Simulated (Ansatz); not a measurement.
A nudged elastic band was laid between two geometries of a periodic cell of 63 atoms, Si (host Si, host structure diamond, one Si atom removed), cell charge -1.

Method: DFT PBE, scalar-relativistic, plane waves, PAW (Ansatz). Settings: PAW set soft_1, cutoff 420 eV, k mesh 1x1x1, gaussian smearing 0.02 eV, spin collinear.

```json
{
 "movable images": "3",
 "climbing image": "yes",
 "spring": "5.0 eV/Å²",
 "optimiser": "quadratic models (default)",
 "start path": "default",
 "force threshold": "0.4 eV/Å",
 "iteration limit": "50",
 "end points": "relaxed"
}
```

Initial state:

```xyz
63
Lattice="10.8600 0.0000 0.0000 0.0000 10.8600 0.0000 0.0000 0.0000 10.8600" Properties=species:S:1:pos:R:3
Si 5.429 -0.010 -0.003
Si 6.786 1.357 1.354
Si 8.136 2.724 -0.007
Si 9.503 4.073 1.354
Si 8.147 -0.003 2.716
Si 9.505 1.354 4.074
Si 0.011 -0.012 -0.005
Si 1.364 1.352 1.354
Si 2.721 2.720 -0.003
Si 4.082 4.100 1.329
Si 5.351 5.508 -0.077
Si 6.759 6.778 1.328
Si 8.140 8.138 -0.003
Si 9.508 9.494 1.355
Si 2.724 -0.015 2.706
Si 4.075 1.353 4.073
Si 5.426 2.721 2.706
Si 6.785 4.074 4.071
Si 8.137 5.433 2.705
Si 9.506 6.784 4.072
Si 5.425 -0.013 5.443
Si 6.786 1.353 6.793
Si 8.147 2.712 5.430
Si 9.507 4.073 6.793
Si 8.137 -0.013 8.152
Si 9.503 1.355 9.504
Si 0.010 5.431 -0.004
Si 1.392 6.792 1.326
Si 2.797 8.064 -0.081
Si 4.068 9.469 1.327
Si 0.002 2.711 2.715
Si 1.363 4.074 4.075
Si 2.721 5.431 2.709
Si 4.075 6.785 4.075
Si 5.428 8.138 2.709
Si 6.785 9.496 4.076
Si 0.003 -0.004 5.431
Si 1.365 1.356 6.792
Si 2.724 2.722 5.439
Si 4.067 4.100 6.818
Si 5.429 5.431 5.439
Si 6.761 6.793 6.818
Si 8.139 8.136 5.439
Si 9.503 9.494 6.793
Si 2.722 -0.010 8.150
Si 4.075 1.356 9.504
Si 5.428 2.720 8.150
Si 6.757 4.103 9.511
Si 8.140 5.431 8.149
Si 9.505 6.785 9.504
Si 0.014 8.134 2.706
Si 1.364 9.494 4.073
Si 0.012 5.433 5.442
Si 1.391 6.776 6.821
Si 2.722 8.137 5.440
Si 4.084 9.467 6.822
Si 0.012 2.720 8.152
Si 1.389 4.099 9.496
Si 2.798 5.505 8.228
Si 5.355 8.058 8.227
Si 6.759 9.469 9.496
Si 0.010 8.138 8.150
Si 1.389 9.470 9.511
```

Final state:

Only the atoms that move by more than 0.05 Å are listed.
```
Si11 5.423 5.460 -0.030
Si29 2.745 8.138 -0.030
Si42 6.706 6.869 6.869
Si56 4.154 9.421 6.869
Si59 2.745 5.460 8.152
Si60 4.154 6.869 9.421
Si61 6.706 9.421 9.421
```

Problem. What changes between the two ends?

Solution. The atom that moves furthest is Si60, by 2.07 Å; four of its nearest neighbours are Si42 2.36, Si61 2.36, Si56 2.36, Si11 3.61 Å at the first end and Si29 2.36, Si59 2.36, Si11 2.36, Si56 3.61 Å at the last.

Problem. Give the energies along the band, and the barrier.

Solution. The forces met the threshold. The highest image is number 2 of 0 to 4, 0.34 eV above the ends, which have the same energy within 2 meV. The threshold of 0.4 eV/Å is loose, so the images may lie well off the minimum-energy path. The order of the point at the top wasn't checked. Limits of this set-up: coarse k mesh, a typed lattice constant that wasn't relaxed here, charged cell in a uniform background, uncorrected.

```
image  path coordinate (Å)  energy (eV)  Si42–Si60 (Å)  Si56–Si60 (Å)  Si60–Si61 (Å)
    0                 0.00         0.00           2.36           2.36           2.36
    1                 0.58         0.16           2.47           2.47           2.47
    2                 1.15         0.34           2.75           2.75           2.75
    3                 1.73         0.16           3.20           3.20           3.20
    4                 2.30         0.00           3.61           3.61           3.61
```

Problem. What is the geometry of the highest image?

Solution. 
```xyz
63
Lattice="10.8600 0.0000 0.0000 0.0000 10.8600 0.0000 0.0000 0.0000 10.8600" Properties=species:S:1:pos:R:3
Si 5.430 -0.015 -0.011
Si 6.783 1.357 1.357
Si 8.145 2.713 -0.006
Si 9.517 4.084 1.344
Si 8.133 -0.015 2.729
Si 9.501 1.354 4.075
Si 0.000 -0.002 -0.005
Si 1.372 1.369 1.344
Si 2.733 2.750 -0.016
Si 4.118 4.157 1.272
Si 5.432 5.577 -0.147
Si 6.778 6.788 1.345
Si 8.133 8.142 -0.011
Si 9.504 9.495 1.357
Si 2.722 -0.003 2.716
Si 4.092 1.334 4.095
Si 5.413 2.734 2.694
Si 6.783 4.072 4.073
Si 8.145 5.434 2.716
Si 9.482 6.804 4.095
Si 5.387 -0.088 5.518
Si 6.772 1.319 6.805
Si 8.132 2.700 5.444
Si 9.504 4.071 6.794
Si 8.059 -0.089 8.189
Si 9.482 1.334 9.484
Si 0.038 5.445 -0.017
Si 1.446 6.830 1.271
Si 2.865 8.145 -0.149
Si 4.075 9.490 1.345
Si 0.003 2.716 2.713
Si 1.372 4.085 4.059
Si 2.733 5.446 2.679
Si 4.073 6.785 4.073
Si 5.432 8.144 2.716
Si 6.772 9.484 4.110
Si -0.012 -0.015 5.444
Si 1.360 1.356 6.793
Si 2.722 2.713 5.431
Si 4.075 4.084 6.799
Si 5.430 5.440 5.444
Si 6.640 6.785 6.937
Si 8.060 8.100 5.516
Si 9.467 9.484 6.805
Si 2.728 -0.015 8.147
Si 4.073 1.357 9.504
Si 5.432 2.713 8.144
Si 6.777 4.085 9.501
Si 8.133 5.440 8.147
Si 9.504 6.785 9.504
Si 0.023 8.124 2.694
Si 1.359 9.495 4.073
Si 0.001 5.434 5.432
Si 1.372 6.788 6.799
Si 2.728 8.142 5.444
Si 4.073 9.351 6.938
Si 0.023 2.734 8.164
Si 1.445 4.157 9.459
Si 2.865 5.577 8.144
Si 4.752 7.466 8.825
Si 6.639 9.351 9.504
Si 0.001 8.144 8.145
Si 1.371 9.490 9.501
```

The band took 2 iterations and of the order of 9 core-minutes.

Run time: 2.9 min on 4 threads of Arm Neoverse V1, on a shared host, peak memory 4.4 GiB.
